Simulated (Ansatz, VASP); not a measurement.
## Two plane-wave programs on AgCl

File INCAR:

```
SYSTEM = AgCl
ALGO = Normal
EDIFF = 1E-6
ENCUT = 520
GGA = PS
ISIF = 2
ISMEAR = 0
LASPH = .True.
LCHARG = .False.
LREAL = .False.
LWAVE = .False.
NBANDS = 16
NELM = 80
PREC = Accurate
SIGMA = 0.05
```

Contents of KPOINTS:

```
k-points
0
Gamma
  8 8 8
  0 0 0
```

POSCAR

```
AgCl
1.0
    0.0000000000      2.8563445000      2.7315527500
    2.8563445000      0.0000000000      2.7315527500
    2.8563445000      2.8563445000      0.0000000000
Ag Cl
1 1
Direct
    0.5000000000      0.5000000000      0.5000000000
    0.0000000000      0.0000000000      0.0000000000
```

Input for Ansatz:

```yaml
crystal:
  lattice:
    - [0.0, 2.8563445, 2.73155275]
    - [2.8563445, 0.0, 2.73155275]
    - [2.8563445, 2.8563445, 0.0]
  atoms:
    - { symbol: Ag, position: [0.5, 0.5, 0.5] }
    - { symbol: Cl, position: [0.0, 0.0, 0.0] }
basis:
  ecutwfc: 420
kpoints:
  mp_grid: { grid: [8, 8, 8] }
hamiltonian:
  xc: pbesol
scf:
  occupations: { method: gaussian, width: 0.05 }
output:
  forces: true
  stress: true
  eigenvalues: true
```

Change from the starting cell: strain +0.030 along x and y, -0.015 along z, atoms carried along.

Alike in both runs: task single point; functional PBEsol; k mesh 8 × 8 × 8; occupations gaussian, width 0.05 eV; no spin polarisation.

|  | VASP | Ansatz |
| --- | --- | --- |
| version | VASP 6.6.1 | Ansatz 0.2.0 |
| potentials or method | VASP PAW PBE potentials, release 64 (Ag, Cl) | scalar-relativistic, plane waves, PAW |
| plane-wave cutoff (eV) | 520 | 420 |
| valence electrons in the cell | 18 | 26 |

|  | VASP | Ansatz | Ansatz less VASP |
| --- | --- | --- | --- |
| gap on the k mesh at the Fermi level (eV) | 0.64 | 0.64 | +0.002 |
| least direct gap on the mesh (eV) | 2.87 | 2.87 | -0.001 |
| pressure (GPa) | -4.2 | -4.1 | +0.08 |
| largest component of the traceless stress (GPa) | 0.07 | 0.08 | +0.016 |

With one functional, cell and mesh, what is left measures potentials, basis and numerics. The two sets of potentials don't hold the same shells in valence.

Caveats: the PAW data sets were made with another functional, which shifts forces and pressure a little (VASP). A k mesh can miss the band edges.
